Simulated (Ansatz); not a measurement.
# Ge (Cmmm) in Ansatz: notebook

The runs below take Ge through single point, with PBE.

Program: Ansatz 0.2.0. These are calculated values, not measurements. Logs are shortened: lines on timing, memory, paths and dates and some standing lists are left out, and cuts for length are marked.

### Step 1. Starting point

Symmetry: Cmmm, No. 65, orthorhombic system. Conventional cell: a = 2.794 Å, b = 5.201 Å, c = 2.698 Å, α = 90.00°, β = 90.00°, γ = 90.00°. Ge (site symmetry mmm) has 8 Ge at 2.70 to 2.95 Å as nearest neighbours.

This isn't the form of Ge at room conditions, which is diamond.

### Step 2. Single point, PBE

The input, input.yaml:

```yaml
crystal:
  lattice:
    - [1.397149, -2.600516, 0.0]
    - [1.397149, 2.600516, 0.0]
    - [0.0, 0.0, 2.698231]
  atoms:
    - { symbol: Ge, position: [0.5, 0.5, 0.0] }
hamiltonian:
  xc: pbe
  pseudopotentials: { kind: paw }
kpoints:
  mp_grid: { grid: [11, 11, 10] }
scf:
  occupations: { method: gaussian, width: 0.012 }
output:
  forces: true
  stress: true
  eigenvalues: true
  write_density: true
  write_potential: true
  elf: true
  volumetric_format: npy
```

Potentials or basis: Ansatz PAW.

On the command line:

```
> ansatz run input.yaml --threads 2 --pin off --max-ram 5632MiB --backend cpu --events-out ev --progress --plain --runs-dir out
```

The program printed:

```text
Warning: RAYON_NUM_THREADS=2 ignored (pool sized by the plan → 2); use --threads N
Engine: ansatz 0.2.0, aarch64-unknown-linux-gnu
Pseudopotentials: kind: paw
Pseudopotential: Ge, paw, valence charge 14, recommended cutoff 420 eV (normal), Ge.paw.azcp
Functional definition: PBE
  parameter kappa = 0.804
  parameter beta = 0.06672455060314922
  exchange = pbe_x(kappa = kappa, mu = beta*pi^2/3)
  correlation = pbe_c(beta = beta)
Crystal: 1 atoms, lattice volume = 19.607 Å³
Basis set: ecut = 420 eV, 397 PW (Γ), exchange–correlation on 40×40×40 points (8 copies of the dense FFT grid, shifted against one another)
Bands: 11, of which v1, the nominal top of the filled ones, is band 7 counted from 1 (6 counted from 0)
Symmetry: 8 space group operations
Space group: Cmmm (ITA 65), of the structure as read, at distance tolerance 2.7e-5 Å
k-points: 216 of 1210
Non-local potential: Ge, projectors of the file, l = 0: 2, l = 1: 2, l = 2: 3, l = 3: 1
PAW form: soft (Blöchl's): semilocal exchange-correlation on the pseudo side does not see the compensation charge
PAW one-centre angular grid: Ge, 590 points (default); XC on 64 Gauss nodes
Initial density: superposition of atomic densities (neutral atoms: chi_scale 0, normalization atom), corrected by the library's trained network
Initial wavefunctions: pseudopotential atomic-orbital guess
Functional: x = pbe(κ = 0.804, μ = 0.2195149727645171), c = pbe(β = 0.06672455060314922)
SCF iter   1: F=—  HF=-4294.733289 eV  |F-HF|=—  |Δ(HF+E_count)|=         —  Δρ=1.19e-3  dr2=3.19e-4  ethr=1.77e-3  ⟨swp⟩=6.0  Hψ=13685  notcnv=0
preconditioner: auto → none  [metal: Δε(μ)=0.013 eV  Ē_g=26.960 eV  σ=0.012 eV  W_gap=0.47  n_scr=8 (ndim 8)  ℏωp=31.4 eV  f_vac=0.000  D(μ)=1.18/eV (n_scr^D=8)  sad-step TF]
SCF iter   2: F=—  HF=-4294.733101 eV  |F-HF|=—  |Δ(HF+E_count)|=   1.88e-4  Δρ=8.21e-4  dr2=1.46e-4  ethr=2.28e-6  ⟨swp⟩=2.4  Hψ=5256  notcnv=0  defer=11
SCF iter   3: F=—  HF=-4294.733121 eV  |F-HF|=—  |Δ(HF+E_count)|=   1.98e-5  Δρ=4.12e-4  dr2=1.99e-5  ethr=1.04e-6  ⟨swp⟩=2.0  Hψ=4680  notcnv=0  defer=11
SCF iter   4: F=—  HF=-4294.733076 eV  |F-HF|=—  |Δ(HF+E_count)|=   4.46e-5  Δρ=1.16e-4  dr2=1.50e-6  ethr=1.42e-7  ⟨swp⟩=2.0  Hψ=3827  notcnv=0  defer=11
SCF iter   5: F=—  HF=-4294.733076 eV  |F-HF|=—  |Δ(HF+E_count)|=   8.91e-7  Δρ=2.16e-5  dr2=6.93e-8  ethr=1.07e-8  ⟨swp⟩=2.0  Hψ=3856  notcnv=0  defer=11
SCF iter   6: F=-4294.733075 eV  HF=-4294.733075 eV  |F-HF|=3.87e-8  |Δ(HF+E_count)|=   6.19e-8  Δρ=1.04e-5  dr2=1.48e-8  ethr=4.95e-10  ⟨swp⟩=7.2  Hψ=11713  notcnv=0
SCF 1 converged in 6 iterations: F = -4294.733075 eV  dr2 = 1.48e-8
SCF converged after 6 iterations
Free energy (F): -4294.733075 eV
Harris-Foulkes:  -4294.733075 eV  (|F-HF|=3.87e-8)
Internal energy: -4294.732994 eV  (E = F + TS)
E sigma→0 (E₀):  -4294.733035 eV
Entropy (-TS):   -0.000082 eV (-0.082 meV/atom)
Fermi energy:    10.350291 eV
--- Per-component energies (eV) ---
  E_band       = -121.810581
  E_kinetic    = 110.184632
  E_local      = -2188.343649  (includes V_loc(G=0)·N_el)
  E_nonlocal   = 415.943487
  E_hartree    = 956.387318
  E_xc         = -75.418218
  E_vxc        = -64.330171  (∫ρ·V_xc dr)
  E_paw        = -2017.229494  (= ΣΔE_a)
  E_vpaw       = -308.047270  (= ΣTr[D̂ρ^β])
  E_aug_tail   = 0.000315  (compensation charges beyond the density's cutoff)
  E_ewald      = -1496.257385
  E_smearing   = -0.000082  (= −TS)
  E_closure    = 0.000000  (closes the sum)
  Σ components = -4294.733075   (vs F -4294.733075, Δ=0.00e0)
--- Forces (eV/Å), atoms counted from 1 ---
  atom   1  Ge     0.00000000     0.00000000     0.00000000
  max |Σ_I F_I| component: 6.31e-30 eV/Å
--- Stress (GPa, compression-positive) ---
        1.115127       0.000000       0.000000
        0.000000      -2.791925       0.000000
        0.000000       0.000000      -0.281942
  P = ⅓ Tr σ = -0.6529 GPa (-6.529 kbar)
--- Band table (eV; the first three rows and the last of 216) ---
  k-point 0: bands = ["-14.3621", "-14.3086", "-14.2582", "-14.1530", "-14.1330", "-2.4935", "17.0337", "17.5041", "19.0135", "20.4746", "22.8108"]
  k-point 1: bands = ["-14.3434", "-14.3073", "-14.2574", "-14.1595", "-14.1393", "-2.2961", "14.6380", "17.6926", "19.2028", "22.3598", "23.5033"]
  k-point 2: bands = ["-14.3078", "-14.2907", "-14.2552", "-14.1765", "-14.1556", "-1.7075", "11.3607", "18.2357", "19.7475", "23.2093", "25.0710"]
  k-point 215: bands = ["-14.3192", "-14.2833", "-14.2093", "-14.1688", "-14.0824", "5.4115", "7.9878", "8.4098", "13.8632", "18.5130", "23.7540"]
```

Run time: 1.6 s. Hardware: 2 threads of Arm Neoverse V2, shared host; peak memory 0.32 GiB.

What came out:

| Quantity | Value |
| --- | --- |
| Free energy | -4294.7331 eV |
| Pressure | -0.7 GPa |
| Band gap on the k mesh | none (metal or under the smearing width) |

Stress tensor (GPa, compression positive):
```
 1.12  0.00  0.00
 0.00 -2.79  0.00
 0.00  0.00 -0.28
```

Levels at points of the mesh, in eV from the Fermi level:
```csv
k point,band 5,band 6,band 7,band 8,band 9,band 10
"(0.00, 0.00, 0.00)",-24.48,-12.84,6.68,7.15,8.66,10.12
"(0.00, 0.00, -0.50)",-24.51,-9.08,-5.66,9.98,11.49,15.92
```

### Step 3. Single point, PBE

Edit input.yaml of step 2 so:

```diff
@@ -13,3 +13,3 @@
 scf:
-  occupations: { method: gaussian, width: 0.012 }
+  occupations: { method: gaussian, width: 0.013 }
 output:
@@ -18,5 +18 @@
   eigenvalues: true
-  write_density: true
-  write_potential: true
-  elf: true
-  volumetric_format: npy
```

Potentials or basis: Ansatz PAW.

On the command line:

```
> ansatz run input.yaml --threads 2 --pin off --max-ram 5632MiB --backend cpu --events-out ev --progress --plain --runs-dir out
```

It took 1.1 s on 2 threads of Arm Neoverse V2, shared host; peak memory 0.32 GiB.

It converged, with:

| Item | Value |
| --- | --- |
| Free energy | -4294.7331 eV |
| Pressure | -0.7 GPa |
| Band gap on the k mesh | none (metal or under the smearing width) |

Stress tensor (GPa, compression positive):
```
 1.12  0.00  0.00
 0.00 -2.80  0.00
 0.00  0.00 -0.27
```

Levels at points of the mesh, in eV from the Fermi level:
| k point | band 5 | band 6 | band 7 | band 8 | band 9 | band 10 |
| --- | --- | --- | --- | --- | --- | --- |
| (0.00, 0.00, 0.00) | -24.48 | -12.84 | 6.68 | 7.15 | 8.66 | 10.12 |
| (0.00, 0.00, -0.50) | -24.51 | -9.08 | -5.66 | 9.98 | 11.49 | 15.92 |
